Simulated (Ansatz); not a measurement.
## SiGe: a fit and a missing row

SiGe, P6_3mc, a = 3.901 Å, c = 6.443 Å. The structure is a Materials Project entry; whether it is the stable form wasn't checked. Ansatz: PBEsol, PAW, 420 eV, Γ-centred 12×12×6 mesh on 4 atoms, Gaussian smearing 0.02 eV; no spin polarisation. Shape and atoms are relaxed at each volume; pressure is positive in compression.

| V (Å³/atom) | P (GPa) |
| --- | --- |
| 18.678 | 13.74 |
| 19.315 | 9.42 |
| 19.951 | 5.76 |
| 20.588 | 2.64 |
| 21.225 | 0.00 |
| 21.862 | ? |
| 22.498 | -4.13 |
| 23.347 | -6.20 |

Question: Take V0 = 21.225 Å³/atom, fit the third-order Birch–Murnaghan form to the other rows, and predict the missing pressure.

Answer: With the Eulerian strain f = ½[(V0/V)^(2/3) − 1] and y = P/[3f(1 + 2f)^(5/2)], the form is the line y = B0 + 1.5 B0 (B0′ − 4) f. Rows (f, y): 0.04448, 83.2; 0.03244, 82.7; 0.02107, 82.2; 0.01026, 81.5; -0.01904, 79.7; -0.03078, 78.7. Means f = 0.009738, y = 81.333; Σ(Δf)² = 0.004321, ΣΔfΔy = 0.2595; the slope is their ratio. y = 80.75 + 60.05 f GPa, so B0 = 80.8 GPa and B0′ = 4 + 2 × (60.05)/(3 × 80.75) = 4.50. At V = 21.862, f = -0.00976, y = 80.16 and P = -2.23 GPa. The run gave -2.24 GPa, so the fit is 0.01 GPa too high, within the rms miss on the fitted rows (0.02 GPa).